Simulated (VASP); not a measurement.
Ge: single point with PBEsol

Ge:

```
CELL_PARAMETERS angstrom
2.90544 -1.69781 -0.02866
2.90544 1.69781 -0.02866
-1.93069 0.00000 4.82229
ATOMIC_POSITIONS crystal
Ge 0.85669 0.85669 0.99957
Ge 0.14331 0.14331 0.00043
```

The cell isn't the ideal one: C replaced by Ge, lengths x 1.347, strained and moved within the space group.

```
Program                : VASP 6.6.1
Task                   : single point
Functional             : PBEsol
Potentials or basis    : VASP PAW PBE potentials, release 64 (Ge_d)
Cutoff                 : 520 eV
k mesh                 : 6 × 6 × 4
Occupations            : gaussian, width 0.1 eV
Spin                   : no spin polarisation
Dipole correction      : no
Further INCAR settings : ALGO = Fast; EDIFF = 1e-06; NBANDS = 21
```

| Quantity | Value |
| --- | --- |
| Pressure | 84.0 GPa |
| Largest force | 26.788 eV/Å |
| Band gap on the k mesh | none (metal or under the smearing width) |

Forces on the atoms (eV/Å):
```
Ge  -26.787   0.000   0.183
Ge   26.787   0.000  -0.183
```

Stress tensor (GPa, compression positive):
```
205.14   0.00  -1.68
  0.00  47.28   0.00
 -1.68   0.00  -0.46
```

Levels at points of the mesh, in eV from the Fermi level:
```csv
k point,band 11,band 12,band 13,band 14,band 15,band 16,band 17,band 18
"(0.00, 0.00, 0.00)",-15.30,-4.91,-1.48,0.67,1.54,3.09,4.51,6.49
"(0.50, 0.00, 0.00)",-12.21,-9.52,-3.44,-2.15,1.34,1.59,6.20,6.64
"(0.50, 0.50, 0.00)",-11.17,-10.99,-3.66,-1.16,-0.73,2.23,7.68,8.39
"(0.00, 0.00, 0.50)",-15.25,-5.73,-1.49,0.65,3.07,4.45,5.89,6.44
"(0.50, 0.00, 0.50)",-12.19,-9.50,-3.47,-2.47,0.86,1.49,7.78,8.10
"(0.50, 0.50, 0.50)",-11.19,-11.02,-3.63,-0.70,-0.36,2.36,6.21,6.47
```

Run time: 28 s on 1 thread of Intel(R) Xeon(R) 6975P-C (Granite Rapids) (shared host), peak memory 0.18 GiB.

Caveat: the k mesh is coarse (spacing up to 0.36 Å⁻¹), so the values aren't converged; the cell as given lies far from equilibrium; so large a pressure means that the cell lies far from this level's equilibrium, or that cutoff or potentials fall short; the potentials were made for another functional, which shifts forces and pressure.
